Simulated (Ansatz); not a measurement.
Trial structure of Al₂O₃, not yet relaxed:

This is a two-dimensional sheet: the third axis spans vacuum and isn't periodic.

```xyz
5
Lattice="4.2228 0.0000 0.0000 -2.1114 3.6571 0.0000 0.0000 0.0000 16.0000" Properties=species:S:1:pos:R:3 pbc="T T F"
Al    0.0000    2.4381    8.9103
Al    2.1114    1.2190    7.0897
O     0.0000    0.0000    8.0000
O     0.0000    2.4381    7.0781
O     2.1114    1.2190    8.9219
```

Method: Ansatz 0.2.0, DFT PBE, scalar-relativistic, plane waves, PAW. Plane waves to 420 eV, a k mesh through Γ of 6×6×1 on the computed 5-atom cell and Gaussian smearing (0.10 eV); no spin polarisation.

The zero of energy is the elements' standard structures at the same level (O₂ as a molecule); no fitted shifts are applied.

Task: How far from equilibrium is it?

Result: The largest force is 2.87 eV/Å, and the energy is −0.77 eV/atom against the elements. The shortest distance is 1.83 Å.

Task: Is it a good guess?

Result: A poor one: relaxing gains about 2.0 eV/atom in 22 ionic steps and ends at −2.795 eV/atom on the finer mesh. The symmetry stays p-3m1 (No. 72). The area per atom shrinks by 53.2 %, from 3.1 to 1.4 Å². The shortest distance goes from 1.83 Å (Al–O) to 1.80 Å (Al–O). In-plane cell: a = 2.888 Å, b = 2.888 Å, γ = 120.0°, thickness 4.12 Å between the outermost nuclei. Al at height 3.43 Å has 3 O at 1.80 Å; O at height 2.06 Å has 6 Al at 2.16 Å; O at height 0.00 Å has 3 Al at 1.80 Å.

The last run used a 12×12×1 mesh for its 5-atom cell and Gaussian smearing of 0.02 eV. The relaxation can't lower the symmetry of the start, and the grade says only how near the guess is to its own end. A structure relaxed within its symmetry needn't be a true minimum.
